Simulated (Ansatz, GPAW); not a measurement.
Given: the input of a run of Ansatz 0.2.0 on CdTe. 

File input.yaml:

```yaml
crystal:
  lattice:
    - [0.0, 3.205, 3.205]
    - [3.205, 0.0, 3.205]
    - [3.205, 3.205, 0.0]
  atoms:
    - { symbol: Te, position: [0.75, 0.75, 0.75] }
    - { symbol: Cd, position: [0.0, 0.0, 0.0] }
hamiltonian:
  xc: pbe
  pseudopotentials: { kind: paw }
kpoints:
  mp_grid: { grid: [7, 7, 7] }
scf:
  occupations: { method: gaussian, width: 0.02 }
output:
  forces: true
  stress: true
  eigenvalues: true
```

Potentials or basis: Ansatz PAW.

Run with:

```sh
$ ansatz run input.yaml --threads 2 --pin off --max-ram 5632MiB --backend cpu --events-out ev --progress --plain --runs-dir out
```

Task: Translate it to GPAW 26.7.0 (ASE script). Potentials or basis there: GPAW PAW data sets (gpaw-data 1.2.1), cutoff 600 eV.

Result: As run (cutoffs and basis follow the program's own potentials, and thresholds, step limits or extra output files can differ):

File run.py:

```python
from ase import Atoms
from ase.dft.bandgap import bandgap
from ase.io import write
from ase.units import GPa
from gpaw import GPAW, PW

atoms = Atoms(['Te', 'Cd'],
              cell=[[0.0, 3.205, 3.205],
                    [3.205, 0.0, 3.205],
                    [3.205, 3.205, 0.0]],
              scaled_positions=[[0.75, 0.75, 0.75],
                                [0.0, 0.0, 0.0]],
              pbc=True)

calc = GPAW(mode=PW(600),
            xc='PBE',
            kpts={'size': (7, 7, 7), 'gamma': True},
            occupations={'name': 'methfessel-paxton', 'order': 0, 'width': 0.02},
            nbands=18,
            convergence={'density': 1e-05, 'energy': 1e-05},
            maxiter=150,
            txt='gpaw.txt')
atoms.calc = calc
energy = atoms.get_potential_energy()
forces = atoms.get_forces()
stress = atoms.get_stress()
calc.write('gs.gpw')
write('result.traj', atoms)
print(f'Energy: {energy:.6f} eV')
print('Forces (eV/A):')
print(forces.round(4))
print('Stress (GPa):', (stress / GPa).round(3))
print('Fermi level:', round(calc.get_fermi_level(), 4), 'eV')
print(f'Gap: {bandgap(calc)[0]:.4f} eV, direct: {bandgap(calc, direct=True)[0]:.4f} eV')
```

Potentials or basis: GPAW PAW data sets (gpaw-data 1.2.1), pw.

Launch:

```console
$ OMP_NUM_THREADS=1 python run.py
```

Both were run:

|  | Ansatz | GPAW |
| --- | --- | --- |
| Pressure | 4.2 GPa | 3.8 GPa |

Ansatz's pressure holds a Pulay term of +0.04 GPa for its cutoff of 420 eV, which the other run lacks.

The potentials hold 36 and 18 valence electrons a cell.

Where Ansatz's input types no cutoff or centring, it takes its own default and a Γ-centred mesh.

Pressure is positive in compression.
